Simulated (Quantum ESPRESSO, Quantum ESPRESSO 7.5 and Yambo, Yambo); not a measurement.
# AlN (P6_3mc): one start, several treatments of the self-energy

How much does the gap of AlN (P6_3mc) depend on the approximation to the self-energy?

Calculated with Quantum ESPRESSO 7.5 and Yambo 5.3.0; PBE and many-body steps on it, plane waves.

The database entry behind the starting cell differs from later determinations by our own check (inner coordinate u about 0.002 short), so it need not match the best structure at ambient conditions.

## 1. Set-up

Symmetry: P6_3mc, No. 186, hexagonal system. The conventional cell has a = 3.113 Å, b = 3.113 Å, c = 4.981 Å, α = 90.00°, β = 90.00°, γ = 120.00°. Nearest to Al lie 4 N at 1.89 Å. N has 4 Al at 1.89 Å nearest. Farther neighbours and most contacts between anions are not listed.

The cell and positions come from the Crystallography Open Database and are kept as given unless a step says otherwise.

## 2. Empty states on the mesh, 6×6×4 mesh, 276 bands

This step: Quantum ESPRESSO 7.5; DFT, PBE, plane waves, norm-conserving pseudopotentials.

The sums over transitions need many empty states on a uniform mesh; this step solves for them.

Contents of pw.in:

```
&control
  calculation = 'nscf'
  prefix = 'x'
  outdir = 'o'
  pseudo_dir = 'pseudo'
/
&system
  ibrav = 0
  nat = 4
  ntyp = 2
  ecutwfc = 72.0
  nbnd = 276
  force_symmorphic = .true.
/
&electrons
  conv_thr = 1e-9
  electron_maxstep = 80
  diago_full_acc = .true.
  diago_thr_init = 5e-6
/
ATOMIC_SPECIES
  Al 26.982 Al.upf
  N 14.007 N.upf
CELL_PARAMETERS angstrom
  3.1130000000 -0.0000000000 0.0000000000
  -1.5565000000 2.6959370820 0.0000000000
  0.0000000000 0.0000000000 4.9810000000
ATOMIC_POSITIONS crystal
  Al 0.3333333333 0.6666666667 0.0000000000
  Al 0.6666666667 0.3333333333 0.5000000000
  N 0.3333333333 0.6666666667 0.3800000000
  N 0.6666666667 0.3333333333 0.8800000000
K_POINTS automatic
  6 6 4 0 0 0
```

Command:

```bash
$ OMP_NUM_THREADS=1 mpirun -n 4 pw.x -nk 4 -in pw.in > pw.out
```

The log of the run:

```text
Program PWSCF v.7.5 starts

     This program is part of the open-source Quantum ESPRESSO suite
     for quantum simulation of materials; please cite
         "P. Giannozzi et al., J. Phys.:Condens. Matter 21 395502 (2009);
         "P. Giannozzi et al., J. Phys.:Condens. Matter 29 465901 (2017);
         "P. Giannozzi et al., J. Chem. Phys. 152 154105 (2020);
     in publications or presentations arising from this work. More details at

     Atomic positions and unit cell read from directory:
     o/x.save/

     Message from routine setup:
[...]
76.5466  76.5466  76.9146  76.9146  76.9146  76.9146  77.7650  77.7650
     [... 23 further rows ...]
   182.9558 182.9558 187.6905 187.6905 187.6905 187.6905 191.0097 191.0097
   191.0097 191.0097 192.5060 192.5060

          k = 0.0000 0.1925 0.0000 (  2896 PWs)   bands (ev):

     [... further k-points ...]

     highest occupied, lowest unoccupied level (ev):     7.1067   11.3272

     XML data file, pseudopotentials, collected wavefunctions

=------------------------------------------------------------------------------=
   JOB DONE.
=------------------------------------------------------------------------------=
```

Run time: 57 s. Hardware: 4 MPI ranks of Arm Neoverse V1, shared host; peak memory 0.47 GiB; 3.8 min of CPU time.

Numbers from this step:

| Quantity | Value |
| --- | --- |
| gap | 4.221 eV |
| k of the valence top | 0, 0, 0 |
| k of the conduction bottom | 0, 0, 0 |
| least direct gap | 4.221 eV |
| k points computed | 24 |
| lowest point of the top converged band, above the valence top | 181.8092 eV |

On this mesh the gap is 4.221 eV.

The density comes from a self-consistent run that is not shown.

## 3. Conversion and set-up

This step: Yambo 5.3.0; conversion and set-up on PBE, plane waves, norm-conserving pseudopotentials.

The states are converted to the many-body program's format and the q mesh is built.

Command:

```bash
$ (cd o/x.save; p2y > p2y.log; mv SAVE ../..); yambo > setup.log
```

The log of the run:

```text
 Yambo, version 5.3.0

 [02] CORE Variables Setup
 =========================

  [02.01] Unit cells
  ==================

  Cell kind             :  HCP
  Atoms in the cell     :  Al  N
  number of Al atoms    :  2
  number of N  atoms    :  2

  List of atomic masses
  Mass of Al    :  26.98200
  Mass of N     :  14.00700

  List of atomic coordinates    : [cc]
  Al1       : -0.29414E-09   3.3964       0.0000      order 1
  Al2       :  2.941359  1.698194  4.706363  order 2
  N1       : -0.29414E-09   3.3964       3.5768      order 3
[...]
Q [ 1]         [rlu]:  0.000000  0.000000  0.000000
 Q [ 2]         [rlu]:  0.000000  0.000000  0.250000
 Q [ 3]         [rlu]:  0.000000  0.000000 -0.500000
[...]
Q [ 8]         [rlu]: -0.40821E-19  0.33333      0.25000
 Q [ 9]         [rlu]: -0.40821E-19  0.33333     -0.50000
 Q [10]         [rlu]:  0.61232E-19 -0.50000       0.0000
     [... 12 further rows ...]
 Q [23]         [rlu]:  0.40821E-19 -0.33333      0.25000
 Q [24]         [rlu]: -0.166667 -0.333333  0.250000

  [03.01] X indexes
  =================

   [03.01.01] Sigma indexes
   ========================

 [06] Game Over & Game summary
```

Wall time 2.6 s (1 MPI rank); peak memory 0.24 GiB.

## 4. G0W0, Godby-Needs plasmon pole

G0W0 replaces the xc potential by the self-energy, built once from these orbitals. Only a window of levels is corrected, while the sums run over the empty bands that the input names.

This step: G0W0 on PBE, plane waves, norm-conserving pseudopotentials.

Contents of gw2.in:

```
HF_and_locXC
gw0
dyson
ppa
em1d
rim_cut
RandQpts= 1000000
RandGvec= 1 RL
EXXRLvcs= 72 Ry
VXCRLvcs= 288 Ry
Chimod= "HARTREE"
% BndsRnXp
 1 | 117 |
%
NGsBlkXp= 10.5 Ry
% LongDrXp
 1 | 1 | 1 |
%
% GbndRnge
 1 | 117 |
%
DysSolver= "n"
ExtendOut
PPAPntXp= 27.21138 eV
% QPkrange
 1 | 1 | 7 | 10 |
%
```

Command:

```bash
$ OMP_NUM_THREADS=1 mpirun -n 4 yambo -F gw2.in -J gw2 -C gw2 > gw2.log
```

The log of the run:

```text
 Yambo, version 5.3.0

 [02] CORE Variables Setup
 =========================

  [... cell, symmetries and grids as in the set-up ...]

  [02.05] Energies & Occupations
  ==============================

  [X] === General ===
  [X] Electronic Temperature                        :  0.000000  0.000000 [eV K]
  [X] Bosonic    Temperature                        :  0.000000  0.000000 [eV K]
  [X] Finite Temperature mode                       : no
  [X] El. density                                   :  0.38275E+24 [cm-3]
  [X] Fermi Level                                   :  7.106664 [eV]

  [X] === Gaps and Widths ===
  [X] Conduction Band Min                           :  4.220509 [eV]
  [X] Valence Band Max                              :  0.000000 [eV]
  [X] Filled Bands                                  :   8
  [X] Empty Bands                                   :    9  276
  [X] Direct Gap                                    :  4.220509 [eV]
  [X] Direct Gap localized at k                     :  1
  [X] Indirect Gap                                  :  4.220509 [eV]
  [X] Indirect Gap between kpts                     :  1  1
  [X] Last valence band width                       :  2.371270 [eV]
  [X] 1st conduction band width                     :  3.218767 [eV]

 [03] Transferred momenta grid and indexing
 ==========================================

 IBZ Q-points                                      :  24
 BZ  Q-points                                      :  144

 K/Q-points units:
 rlu = crystal or reduced units; cc = cartesian coordinates; iku = interal k-units

 Q [ 1]         [rlu]:  0.000000  0.000000  0.000000
 Q [ 2]         [rlu]:  0.000000  0.000000  0.250000
 Q [ 3]         [rlu]:  0.000000  0.000000 -0.500000
 Q [ 4]         [rlu]: -0.20411E-19  0.16667       0.0000
 Q [ 5]         [rlu]: -0.20411E-19  0.16667      0.25000
 Q [ 6]         [rlu]: -0.20411E-19  0.16667     -0.50000
 Q [ 7]         [rlu]: -0.40821E-19  0.33333       0.0000
 Q [ 8]         [rlu]: -0.40821E-19  0.33333      0.25000
 Q [ 9]         [rlu]: -0.40821E-19  0.33333     -0.50000
 Q [10]         [rlu]:  0.61232E-19 -0.50000       0.0000
     [... 12 further rows ...]
 Q [23]         [rlu]:  0.40821E-19 -0.33333      0.25000
 Q [24]         [rlu]: -0.166667 -0.333333  0.250000

 [04] Coloumb potential Random Integration (RIM)
 ===============================================

  [04.01] RIM initialization
  ==========================

  * Diagonal components only detected *

  8 x (sBL volume)        :  0.048850 [a.u.]
  sBZ random points       :  1000000
  Points outside the sBZ  :   7993074
  RL volume               :  0.879301 [a.u.]
  Integrated volume       :  0.880063 [a.u.]

  [04.02] RIM integrals
  =====================

  Gamma point sphere radius             :  0.066309 [a.u.]
  Points outside the sphere             :   799492
  [Int_sBZ(q=0) 1/q^2]*(Vol_sBZ)^(-1/3) =:  7.696680
                                 should be <:  7.795600

  Summary of Coulomb integrals for non-metallic bands |Q|[au] RIM/Bare

  Q [1] 0.100000E-4 0.987311 * Q [2] 0.166880 0.999150
  Q [4] 0.205551 1.083344 * Q [22] 0.264765 1.045696
  Q [5] 0.264765 1.046224 * Q [3] 0.333760 1.007631
  Q [13] 0.356025 1.029661 * Q [6] 0.391978 1.013397
  Q [14] 0.393196 1.022591 * Q [7] 0.411102 1.022260
  Q [23] 0.443682 1.017481 * Q [8] 0.443682 1.017967
[...]
Q [18] 0.638087 1.008488 * Q [11] 0.638835 1.009038
  Q [12] 0.701183 1.006935 * Q [19] 0.712050 1.008167
  Q [20] 0.731344 1.007550 * Q [21] 0.786391 1.006247

 [WARNING] [Xp] User bands 1-117 break level degeneracy

 [05] Dipoles
 ============

  [05.01] Setup: observables and procedures
  =========================================

  [WARNING] [x,Vnl] slows the Dipoles computation. To neglect it rename the ns.kb_pp file

 [06] Dynamic Dielectric Matrix (PPA)
 ====================================

 [WR./gw2//ndb.pp]---------------------------------------------------------------
  Brillouin Zone Q/K grids (IBZ/BZ)                :   24  144   24  144
  RL vectors                                       :   3777 [WF]
  Coulomb cutoff potential                         : none
  Electronic Temperature                           :  0.000000 [K]
  Bosonic    Temperature                           :  0.000000 [K]
  PPA    diel. fun.  energies                      : Perdew, Burke & Ernzerhof(X)+Perdew, Burke & Ernzerhof(C)
  wavefunctions                                    : Perdew, Burke & Ernzerhof(X)+Perdew, Burke & Ernzerhof(C)
  Global Gauge                                     : length
  X matrix size                                    :  147
  X band range                                     :    1  117
  X e/h energy range                               : -1.000000 -1.000000 [eV]
  X Time ordering                                  : R
  X Hxc Kernel                                     : HARTREE
  X Drude frequency                                :  0.000000  0.000000
  X poles                                          :  100.0000 [o/o]
  RL vectors in the sum                            :   3777
  [r,Vnl] included                                 : yes
  Field direction                                  :  0.577350E-5  0.577350E-5  0.577350E-5
  BZ energy Double Grid                            : no
  BZ energy DbGd points                            : 0
  BZ Q point size factor                           : -1.000000
  X Optical Averaged directions                    : none

 [07] Local Exchange-Correlation + Non-Local Fock
 ================================================

 [VXC] Plane waves :  23187
 [EXS] Plane waves :  2875

 QP @ state[ 1 ] K range:  1  1
 QP @ state[ 1 ] b range:   7  10

 [xc] Functional : Perdew, Burke & Ernzerhof(X)+Perdew, Burke & Ernzerhof(C)
 [xc] LIBXC used to calculate xc functional
  PP Number of Atomic Species                      :  2
  NLCC RL compoments                               :  23187
  PP Number of Atomic Species                      :  2
  NLCC RL compoments                               :  23187

 [xc] E_xc :  -6.913625 [Ha]
      E_xc :  -13.82725 [Ry]

  Local XC kind (lXC) : Perdew, Burke & Ernzerhof(X)+Perdew, Burke & Ernzerhof(C)
  Non-Local XC kind (nlXC) : Hartree-Fock

  Corrections @ K [1] :  [eV]
 <7|nlXC|7> = -20.91566  0.23917E-16 <7|lXC|7> = -16.96801  0.48934E-26
 <8|nlXC|8> = -20.95694 -0.31178E-16 <8|lXC|8> = -17.07789 -0.26980E-21
 <9|nlXC|9> = -8.089297 -0.32363E-17 <9|lXC|9> = -12.52688  0.18882E-15
 <10|nlXC|10> = -5.828715  0.24945E-18 <10|lXC|10> = -10.83589  0.37764E-15

 [08] Dyson equation: Newton solver
 ==================================

  [08.01] G0W0 (W PPA)
  ====================

  [  GW  ] Bands range     :    1  117
  [GW/PPA] G damping       :  0.100000 [eV]

  QP @ state[ 1 ] K range:  1  1
  QP @ state[ 1 ] b range:   7  10

   Sc/G bands                                       :    1  117
   Sc/G damping                                     :  0.100000 ev
   Sc bands terminator                              : no
   Sx RL components                                 :  2875

   QP @ state[ 1 ] K range                          :  1  1
   QP @ state[ 1 ] b range                          :   7  10
   GF energies kind                                 : Perdew, Burke & Ernzerhof(X)+Perdew, Burke & Ernzerhof(C)
   GF WF`s kind                                     : Perdew, Burke & Ernzerhof(X)+Perdew, Burke & Ernzerhof(C)
   Xs energies kind                                 : Perdew, Burke & Ernzerhof(X)+Perdew, Burke & Ernzerhof(C)
   Xs WF`s kind                                     : Perdew, Burke & Ernzerhof(X)+Perdew, Burke & Ernzerhof(C)

 [11] Game Over & Game summary
```

Run time: 3.1 min. Hardware: 4 MPI ranks; peak memory 1.8 GiB; 12 min of CPU time.

Numbers from this step:

- G0W0 gap on the points computed: 5.545 eV
- starting gap on the mesh: 4.221 eV
- k of the valence top: 0, 0, 0
- k of the conduction bottom: 0, 0, 0
- least direct G0W0 gap on the computed points: 5.545 eV
- Z at the valence top: 0.7948
- Z at the conduction bottom: 0.8232

The gap on the mesh goes from 4.22 eV to 5.54 eV, a correction of +1.32 eV.

## 5. One-shot COHSEX

This step: one-shot COHSEX on PBE, plane waves, norm-conserving pseudopotentials.

Contents of gw4.in:

```
HF_and_locXC
gw0
dyson
cohsex
em1s
rim_cut
RandQpts= 1000000
RandGvec= 1 RL
EXXRLvcs= 72 Ry
VXCRLvcs= 288 Ry
Chimod= "HARTREE"
% BndsRnXs
 1 | 117 |
%
NGsBlkXs= 10.5 Ry
% LongDrXs
 1 | 1 | 1 |
%
% GbndRnge
 1 | 117 |
%
DysSolver= "n"
ExtendOut
% QPkrange
 1 | 1 | 7 | 10 |
%
```

Command:

```bash
$ OMP_NUM_THREADS=1 mpirun -n 4 yambo -F gw4.in -J gw4 -C gw4 > gw4.log
```

The log of the run:

```text
 Yambo, version 5.3.0

 [02] CORE Variables Setup
 =========================

  [... cell, symmetries and grids as in the set-up ...]

  [02.05] Energies & Occupations
  ==============================

  [X] === General ===
  [X] Electronic Temperature                        :  0.000000  0.000000 [eV K]
  [X] Bosonic    Temperature                        :  0.000000  0.000000 [eV K]
  [X] Finite Temperature mode                       : no
  [X] El. density                                   :  0.38275E+24 [cm-3]
  [X] Fermi Level                                   :  7.106664 [eV]

  [X] === Gaps and Widths ===
  [X] Conduction Band Min                           :  4.220509 [eV]
  [X] Valence Band Max                              :  0.000000 [eV]
  [X] Filled Bands                                  :   8
  [X] Empty Bands                                   :    9  276
  [X] Direct Gap                                    :  4.220509 [eV]
  [X] Direct Gap localized at k                     :  1
  [X] Indirect Gap                                  :  4.220509 [eV]
  [X] Indirect Gap between kpts                     :  1  1
  [X] Last valence band width                       :  2.371270 [eV]
  [X] 1st conduction band width                     :  3.218767 [eV]

 [03] Transferred momenta grid and indexing
 ==========================================

 IBZ Q-points                                      :  24
 BZ  Q-points                                      :  144

 K/Q-points units:
 rlu = crystal or reduced units; cc = cartesian coordinates; iku = interal k-units

 Q [ 1]         [rlu]:  0.000000  0.000000  0.000000
 Q [ 2]         [rlu]:  0.000000  0.000000  0.250000
 Q [ 3]         [rlu]:  0.000000  0.000000 -0.500000
[...]
BZ Q point size factor                           : -1.000000
  X Optical Averaged directions                    : none

 [07] Local Exchange-Correlation + Non-Local Fock
 ================================================

 [VXC] Plane waves :  23187
 [EXS] Plane waves :  2875

 QP @ state[ 1 ] K range:  1  1
 QP @ state[ 1 ] b range:   7  10

 [xc] Functional : Perdew, Burke & Ernzerhof(X)+Perdew, Burke & Ernzerhof(C)
 [xc] LIBXC used to calculate xc functional
  PP Number of Atomic Species                      :  2
  NLCC RL compoments                               :  23187
  PP Number of Atomic Species                      :  2
  NLCC RL compoments                               :  23187

 [xc] E_xc :  -6.913625 [Ha]
      E_xc :  -13.82725 [Ry]

  Local XC kind (lXC) : Perdew, Burke & Ernzerhof(X)+Perdew, Burke & Ernzerhof(C)
  Non-Local XC kind (nlXC) : Hartree-Fock

  Corrections @ K [1] :  [eV]
 <7|nlXC|7> = -20.91566  0.23917E-16 <7|lXC|7> = -16.96801  0.48934E-26
 <8|nlXC|8> = -20.95694 -0.31178E-16 <8|lXC|8> = -17.07789 -0.26980E-21
 <9|nlXC|9> = -8.089297 -0.32363E-17 <9|lXC|9> = -12.52688  0.18882E-15
 <10|nlXC|10> = -5.828715  0.24945E-18 <10|lXC|10> = -10.83589  0.37764E-15

 [08] Dyson equation: Newton solver
 ==================================

 [Newton] Sc step       :  0.100000 [eV]
 [Newton] Sc steps      :  1

  [08.01] G0W0 (COHSEX)
  =====================

  [  GW  ] Bands range     :   1  10

  QP @ state[ 1 ] K range:  1  1
  QP @ state[ 1 ] b range:   7  10

   Sc Empty Bands                                   : no
   Sc bands terminator                              : no
   Sx RL components                                 :  2875

   QP @ state[ 1 ] K range                          :  1  1
   QP @ state[ 1 ] b range                          :   7  10
   GF WF`s kind                                     : Perdew, Burke & Ernzerhof(X)+Perdew, Burke & Ernzerhof(C)
   Xs energies kind                                 : Perdew, Burke & Ernzerhof(X)+Perdew, Burke & Ernzerhof(C)
   Xs WF`s kind                                     : Perdew, Burke & Ernzerhof(X)+Perdew, Burke & Ernzerhof(C)

 [11] Game Over & Game summary
```

Elapsed: 2.5 min, on 4 MPI ranks; peak memory 1.8 GiB; 9.9 min of CPU time.

This step gave:

| Property | Result |
| --- | --- |
| quasiparticle gap on the points computed | 6.825 eV |
| starting gap on the mesh | 4.221 eV |
| k of the valence top | 0, 0, 0 |
| k of the conduction bottom | 0, 0, 0 |
| least direct quasiparticle gap on the computed points | 6.825 eV |
| Z at the valence top | 1 |
| Z at the conduction bottom | 1 |

Against G0W0 in Yambo (6×6×4 mesh, 117 bands, screening to 142.9 eV, Godby-Needs plasmon pole), the gap moves by +1.280 eV.

## 6. One-shot Hartree-Fock

This step: one-shot Hartree-Fock on PBE, plane waves, norm-conserving pseudopotentials.

Contents of gw5.in:

```
HF_and_locXC
rim_cut
RandQpts= 1000000
RandGvec= 1 RL
EXXRLvcs= 72 Ry
VXCRLvcs= 288 Ry
% QPkrange
 1 | 1 | 7 | 10 |
%
```

Command:

```bash
$ OMP_NUM_THREADS=1 mpirun -n 4 yambo -F gw5.in -J gw5 -C gw5 > gw5.log
```

The log of the run:

```text
 Yambo, version 5.3.0

 [02] CORE Variables Setup
 =========================

  [... cell, symmetries and grids as in the set-up ...]

  [02.05] Energies & Occupations
  ==============================

  [X] === General ===
  [X] Electronic Temperature                        :  0.000000  0.000000 [eV K]
  [X] Bosonic    Temperature                        :  0.000000  0.000000 [eV K]
  [X] Finite Temperature mode                       : no
  [X] El. density                                   :  0.38275E+24 [cm-3]
[...]
NLCC RL compoments                               :  23187
  PP Number of Atomic Species                      :  2
  NLCC RL compoments                               :  23187

 [xc] E_xc :  -6.913625 [Ha]
      E_xc :  -13.82725 [Ry]

  Local XC kind (lXC) : Perdew, Burke & Ernzerhof(X)+Perdew, Burke & Ernzerhof(C)
  Non-Local XC kind (nlXC) : Hartree-Fock

  Corrections @ K [1] :  [eV]
 <7|nlXC|7> = -20.91566  0.23917E-16 <7|lXC|7> = -16.96801  0.48934E-26
 <8|nlXC|8> = -20.95694 -0.31178E-16 <8|lXC|8> = -17.07789 -0.26980E-21
 <9|nlXC|9> = -8.089297 -0.32363E-17 <9|lXC|9> = -12.52688  0.18882E-15
 <10|nlXC|10> = -5.828715  0.24945E-18 <10|lXC|10> = -10.83589  0.37764E-15

 [08] Game Over & Game summary
```

Wall time 4 s (4 MPI ranks); peak memory 1.5 GiB.

Numbers from this step:

| Property | Result |
| --- | --- |
| quasiparticle gap on the mesh | 12.54 eV |
| starting gap on the mesh | 4.221 eV |
| k of the valence top | 0, 0, 0 |
| k of the conduction bottom | 0, 0, 0 |
| least direct quasiparticle gap on the computed points | 12.54 eV |

Against G0W0 in Yambo (6×6×4 mesh, 117 bands, screening to 142.9 eV, Godby-Needs plasmon pole), the gap moves by +6.992 eV.

## 7. Side by side

Times are wall times on 4 MPI ranks of Arm Neoverse V1, shared host, good to a factor of about two.

```csv
run,mesh,bands,screening cutoff (eV),DFT gap (eV),gap on the mesh (eV),direct (eV),time
"G0W0, Godby-Needs plasmon pole",6×6×4,117,142.9,4.221,5.545,5.545,3.1 min
one-shot COHSEX,6×6×4,117,142.9,4.221,6.825,6.825,2.5 min
one-shot Hartree-Fock,6×6×4,-,-,4.221,12.537,12.537,4 s
```

## 8. What came out

```yaml
g0w0_godby_needs_plasmon_pole: 5.545 eV
one_shot_cohsex: 6.825 eV
one_shot_hartree_fock: 12.537 eV
known_limits: not at the basis limit
```

In words: One-shot COHSEX: +1.280 eV against G0W0, Godby-Needs plasmon pole. One-shot Hartree-Fock: +6.992 eV against G0W0, Godby-Needs plasmon pole. Bare exchange alone opens the gap to 12.54 eV; against G0W0, correlation takes back 6.99 eV. Static COHSEX lies above G0W0: it lacks the factor Z and overstates the Coulomb hole of the filled states. Bands and cutoff are finite, so the gap is not at the basis limit. The miss can reach some tenths of an eV and take either sign; the mesh is an error of its own.

[Paths, hosts, dates, memory and timing lines, banners, echoed tables and standing remarks are left out of the program output.]

[Logs are printed without paths, hosts, clocks, repeated set-up lines and the standing remarks that a program may print on its own settings, such as how far it seeks lower states.]

[Runs of the session that timed out or met a known fault of the program may be left out.]

[Hosts, paths, dates, database ids (printed as entryN), source tags and the programs' standing remarks are cut or masked in the printed files.]
